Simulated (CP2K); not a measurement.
Crystal: TaN.

```
Ta N
1.0
     5.19100    0.00000    0.00000
    -2.59550    4.49554    0.00000
     0.00000    0.00000    2.90800
Ta N
3 3
Direct
  0.66667 0.33333 0.50000
  0.33333 0.66667 0.50000
  0.00000 0.00000 0.00000
  0.00000 0.50000 0.00000
  0.50000 0.50000 0.00000
  0.50000 0.00000 0.00000
```

Base run:

- Program: CP2K 2026.2
- Functional: TASK
- Potentials or basis: POTENTIAL_UZH Ta GTH-PBE-q13, N GTH-PBE-q5; DZVP-MOLOPT-PBE-GTH basis
- Density cutoff: 9184 eV
- k mesh: 6 × 6 × 9
- Occupations: fermi-dirac, width 0.05 eV
- Spin: no spin polarisation

Its results: band gap on the k mesh none (metal or under the smearing width); pressure 8.7 GPa.

Q: The run is repeated on the same cell with these changes: functional from TASK to HLE16. What comes out?

A: Band gap on the k mesh none (metal or under the smearing width); pressure -54.6 GPa.

Caveats: the potentials were made for another functional, which shifts forces and pressure; spin-orbit coupling is left out, which moves the levels of the heavy elements; the basis of atomic orbitals isn't converged, which shifts pressures, moduli and gaps; the potentials were made for a functional far from this one (some runs); the cell as given lies far from equilibrium (some runs).
